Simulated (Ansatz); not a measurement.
LaAlO$_{3}$:
```xyz
10
Lattice="2.7066 1.5626 4.3978 -2.7066 1.5626 4.3978 0.0000 -3.1253 4.3978" Properties=species:S:1:pos:R:3 pbc="T T T"
La     0.0000     0.0000     3.2984
La     0.0000     0.0000     9.8951
Al     0.0000     0.0000     0.0000
Al     0.0000     0.0000     6.5967
O      0.2106     1.5626     7.6962
O     -1.4586    -0.5989     7.6962
O      1.2480    -0.9637     7.6962
O     -0.2106    -1.5626     5.4973
O      1.4586     0.5989     5.4973
O     -1.2480     0.9637     5.4973
```

Relaxed with PBE.

### Question
Decompose the optical modes at the zone centre into irreducible representations, and say which are infrared and Raman allowed.

### Answer
Point group -3m: Γ_opt = A1g + 2A1u + 3A2g + 3A2u + 4Eg + 5Eu. Infrared: A2u, Eu. Raman: A1g, Eg.

### Question
Assign frequencies (DFPT, the program Ansatz at the PBE level (PAW); without the LO–TO term).

### Answer
Eg 32, A2g 128, A2u 146, Eg 148, Eu 173, A1g 189, Eu 286, A1u 348, A2u 395, Eu 400, Eg 433, A2g 436, Eg 460, Eu 465, A1u 470, A2u 596, Eu 614, A2g 725 cm⁻¹.

Space group R-3c. The cell was relaxed with PBE under the symmetry of its start. Spin–orbit coupling is left out wherever it is not named.

Potentials: the later of the program's two PAW sets.
